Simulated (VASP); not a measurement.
# Ti2O3 (R-3c) in VASP: further runs, part 2 of 2

VASP 6.6.1. The steps go on from the part before.

## (5) Single point, PBEsol

INCAR

```
SYSTEM = Ti2O3
ALGO = Fast
EDIFF = 1E-7
ENCUT = 600
GGA = PS
ISIF = 2
ISMEAR = 0
KPAR = 4
LASPH = .True.
LCHARG = .False.
LREAL = .False.
LWAVE = .False.
NBANDS = 53
NELM = 80
PREC = Accurate
SIGMA = 0.02
```

KPOINTS

```
k-points
0
Gamma
  6 6 6
  0 0 0
```

POSCAR

```
Ti2O3
1.0
    2.5630000000      1.4797487400      4.6260000000
   -2.5630000000      1.4797487400      4.6260000000
    0.0000000000     -2.9594974800      4.6260000000
Ti O
4 6
Direct
    0.3467200000      0.3467200000      0.3467200000
    0.1532800000      0.1532800000      0.1532800000
    0.6532800000      0.6532800000      0.6532800000
    0.8467200000      0.8467200000      0.8467200000
    0.5607000000      0.9393000000      0.2500000000
    0.2500000000      0.5607000000      0.9393000000
    0.9393000000      0.2500000000      0.5607000000
    0.4393000000      0.0607000000      0.7500000000
    0.7500000000      0.4393000000      0.0607000000
    0.0607000000      0.7500000000      0.4393000000
```

Potentials or basis: VASP PAW PBE potentials, release 64 (Ti_sv, O).

On the command line:

```
$ cat potpaw_PBE.64/Ti_sv/POTCAR potpaw_PBE.64/O/POTCAR > POTCAR
$ mpirun -np 4 vasp_std > vasp.out
```

OUTCAR:

```text
SYSTEM = Ti2O3
   EDIFF = 1E-7
   ENCUT = 600
   GGA = PS
   ISIF = 2
   ISMEAR = 0
   LASPH = .True.
   LREAL = .False.
   NELM = 80
   PREC = Accurate

 ion  position               nearest neighbor table
   1  0.347  0.347  0.347-  10 2.02   8 2.02   9 2.02   5 2.08   7 2.08   6 2.08   2 2.68
   2  0.153  0.153  0.153-   9 2.02   8 2.02  10 2.02   5 2.08   7 2.08   6 2.08   1 2.68
   3  0.653  0.653  0.653-   7 2.02   5 2.02   6 2.02   8 2.08   9 2.08  10 2.08   4 2.68
   4  0.847  0.847  0.847-   6 2.02   5 2.02   7 2.02   8 2.08   9 2.08  10 2.08   3 2.68
   5  0.561  0.939  0.250-   3 2.02   4 2.02   1 2.08   2 2.08
   6  0.250  0.561  0.939-   4 2.02   3 2.02   1 2.08   2 2.08
   7  0.939  0.250  0.561-   3 2.02   4 2.02   1 2.08   2 2.08
   8  0.439  0.061  0.750-   1 2.02   2 2.02   3 2.08   4 2.08
   9  0.750  0.439  0.061-   2 2.02   1 2.02   3 2.08   4 2.08
  10  0.061  0.750  0.439-   1 2.02   2 2.02   3 2.08   4 2.08

  LATTYP: Found a trigonal (rhomboedric) cell.
 ALAT       =     5.4916756399
 COS(alpha) =     0.5643703294

  Lattice vectors:

[... 202 lines left out ...]
 cond. band min:       8.5726962478   @ k =   0.1667   0.1667   0.0000
 fundamental gap:      0.0061821747
 Fermi energy:         8.5717669034

 k-point     1 :       0.0000    0.0000    0.0000
  band No.  band energies     occupation
      1     -49.6339      2.00000
      2     -49.5723      2.00000
      3     -49.5643      2.00000
      4     -49.5173      2.00000
      5     -26.2404      2.00000
      6     -26.2404      2.00000
[... 1333 lines left out ...]
     52      10.2269      0.00000
     53      11.2224      0.00000

 [... further k-points ...]
[... 5 lines left out ...]
  --------------------------------------------------------------------------------------
  -------------------------------------------------------------------------------------
  Total       -5.3345506     -5.3345506     -3.7982651      0.0000000     -0.0000000      0.0000000
  in kB      -81.1923216    -81.1923216    -57.8099230      0.0000000     -0.0000000      0.0000000
  external PRESSURE =     -73.3981887 kB  Pullay stress =       0.0000000 kB

 VOLUME and BASIS-vectors are now :
 -----------------------------------------------------------------------------
  energy-cutoff  :      600.00
  volume of cell :      105.27
      direct lattice vectors                 reciprocal lattice vectors
     2.563000000  1.479748740  4.626000000     0.195083886  0.112631734  0.072056492
    -2.563000000  1.479748740  4.626000000    -0.195083886  0.112631734  0.072056492
     0.000000000 -2.959497480  4.626000000     0.000000000 -0.225263468  0.072056492

 POSITION                                       TOTAL-FORCE (eV/Angst)
 -----------------------------------------------------------------------------------
      0.00000      0.00000      4.81178         0.000000      0.000000     -0.176229
      0.00000      0.00000      2.12722         0.000000      0.000000      0.176229
      0.00000      0.00000      9.06622         0.000000      0.000000      0.176229
      0.00000      0.00000     11.75078         0.000000      0.000000     -0.176229
     -0.97035      1.47975      8.09550        -0.045361     -0.000000     -0.000000
     -0.79632     -1.58022      8.09550         0.022681     -0.039284     -0.000000
      1.76668      0.10047      8.09550         0.022681      0.039284     -0.000000
      0.97035     -1.47975      5.78250         0.045361      0.000000     -0.000000
      0.79632      1.58022      5.78250        -0.022681      0.039284     -0.000000
     -1.76668     -0.10047      5.78250        -0.022681     -0.039284     -0.000000
 -----------------------------------------------------------------------------------
    total drift:                                0.000000     -0.000000     -0.000000

  FREE ENERGIE OF THE ION-ELECTRON SYSTEM (eV)
  ---------------------------------------------------
  free  energy   TOTEN  =       -94.4992656739 eV

  energy  without entropy=      -94.4975037503  energy(sigma->0) =      -94.49838471
```

Wall time 4.1 min (4 MPI ranks of AMD EPYC 9R45 (Zen 5), shared host); peak memory 0.42 GiB.

What came out:

* Free energy: -94.4993 eV
* Pressure: -7.3 GPa
* Largest force: 0.176 eV/Å
* Band gap on the k mesh: none (metal or under the smearing width)

Forces in eV/Å, atoms in the order of the input:
```
Ti   0.000  0.000 -0.176
Ti   0.000  0.000  0.176
Ti   0.000  0.000  0.176
Ti   0.000  0.000 -0.176
O   -0.045  0.000  0.000
O    0.023 -0.039  0.000
O    0.023  0.039  0.000
O    0.045  0.000  0.000
O   -0.023  0.039  0.000
O   -0.023 -0.039  0.000
```

Caveat: the PAW data sets were made with another functional, which shifts forces and pressure a little; semilocal functionals often make such compounds metallic where correlation or magnetic order opens a gap, which also shifts bond lengths.

## (6) Single point, PBEsol

INCAR, as its differences from that of step 5:

```diff
@@ -3,3 +3,3 @@
 EDIFF = 1E-7
-ENCUT = 600
+ENCUT = 700
 GGA = PS
```

KPOINTS is that of step 5.

POSCAR is that of step 5.

Potentials or basis: VASP PAW PBE potentials, release 64 (Ti_sv, O).

On the command line:

```
$ cat potpaw_PBE.64/Ti_sv/POTCAR potpaw_PBE.64/O/POTCAR > POTCAR
$ mpirun -np 4 vasp_std > vasp.out
```

It took 6 min on 4 MPI ranks of AMD EPYC 9R45 (Zen 5), shared host; peak memory 0.44 GiB.

The run converged. Its results:

```yaml
Free_energy: -94.5167 eV
Pressure: -7.4 GPa
Largest_force: 0.177 eV/Å
Band_gap_on_the_k_mesh: none (metal or under the smearing width)
```

Forces on the atoms (eV/Å):
```
Ti   0.000  0.000 -0.177
Ti   0.000  0.000  0.177
Ti   0.000  0.000  0.177
Ti   0.000  0.000 -0.177
O   -0.045  0.000  0.000
O    0.023 -0.039  0.000
O    0.023  0.039  0.000
O    0.045  0.000  0.000
O   -0.023  0.039  0.000
O   -0.023 -0.039  0.000
```

Stress tensor (GPa, compression positive):
```
-8.14  0.00  0.00
 0.00 -8.14  0.00
 0.00  0.00 -5.80
```

Levels at points of the mesh, in eV from the Fermi level:
```csv
k point,band 38,band 39,band 40,band 41,band 42,band 43,band 44,band 45,band 46,band 47
"(0.00, 0.00, 0.00)",-4.09,-4.09,-3.98,-0.80,-0.11,-0.11,0.41,0.41,0.44,0.48
"(0.50, 0.00, 0.00)",-5.04,-4.21,-4.21,-0.67,-0.67,0.32,0.32,0.66,0.66,1.01
"(0.50, 0.50, 0.00)",-4.76,-4.63,-4.21,-0.74,-0.55,-0.01,-0.01,0.55,0.78,0.82
"(0.50, 0.50, 0.50)",-4.71,-4.71,-4.71,0.47,0.47,0.47,0.47,0.47,0.47,0.73
```

Caveat: the PAW data sets were made with another functional, which shifts forces and pressure a little; semilocal functionals often make such compounds metallic where correlation or magnetic order opens a gap, which also shifts bond lengths.

## (7) Summary

```csv
cutoff (eV),gap on the mesh (eV),pressure (GPa),largest force (eV/Å)
400,none,-,0.16
520,none,-7.2,0.18
600,none,-7.3,0.18
700,none,-7.4,0.18
```

Alike in all rows: task single point; level PBEsol; potentials or basis VASP PAW PBE potentials, release 64 (Ti_sv, O); no spin polarisation; cell as given; k mesh 6 × 6 × 6; smearing gaussian 0.02 eV.

Every run on the cell as given and a fine mesh finds a metal.

Caveats: the PAW data sets were made with another functional, which shifts forces and pressure a little; semilocal functionals often make such compounds metallic where correlation or magnetic order opens a gap, which also shifts bond lengths; the cutoff is under 1.25 times the usual one of these potentials, so pressure, stress and relaxed cells hold a basis-set (Pulay) error (some runs).

Total energies depend on the potentials used, so only differences within one code and one set of settings carry meaning.

## (8) Against experiment

Step 2. A measured gap of Ti2O3 is 0.2 eV (optical; quoted in “The c-axis dimer and its electronic break-up: the insulator-to-metal transition in Ti2O3”, 2017, arxiv:1710.08771); the calculated 0.00 eV misses it by -0.20 eV. The value is that of PBEsol on a finite k mesh, which can miss the band edges, without temperature or zero-point motion. Semilocal functionals fall short of measured gaps as a rule.

Step 4. Against the measured gap of Ti2O3, 0.2 eV (optical; quoted in “The c-axis dimer and its electronic break-up: the insulator-to-metal transition in Ti2O3”, 2017, arxiv:1710.08771), the calculated 0.00 eV is off by -0.20 eV. The value is that of PBEsol on a finite k mesh, which can miss the band edges, without temperature or zero-point motion. Semilocal functionals fall short of measured gaps as a rule.

Step 5. Measured gap of Ti2O3: 0.2 eV (optical; quoted in “The c-axis dimer and its electronic break-up: the insulator-to-metal transition in Ti2O3”, 2017, arxiv:1710.08771). This calculation gives 0.00 eV (-0.20 eV). The value is that of PBEsol on a finite k mesh, which can miss the band edges, without temperature or zero-point motion. Semilocal functionals fall short of measured gaps as a rule.

Step 6. Measured gap of Ti2O3: 0.2 eV (optical; quoted in “The c-axis dimer and its electronic break-up: the insulator-to-metal transition in Ti2O3”, 2017, arxiv:1710.08771). This calculation gives 0.00 eV (-0.20 eV). The value is that of PBEsol on a finite k mesh, which can miss the band edges, without temperature or zero-point motion. Semilocal functionals fall short of measured gaps as a rule.
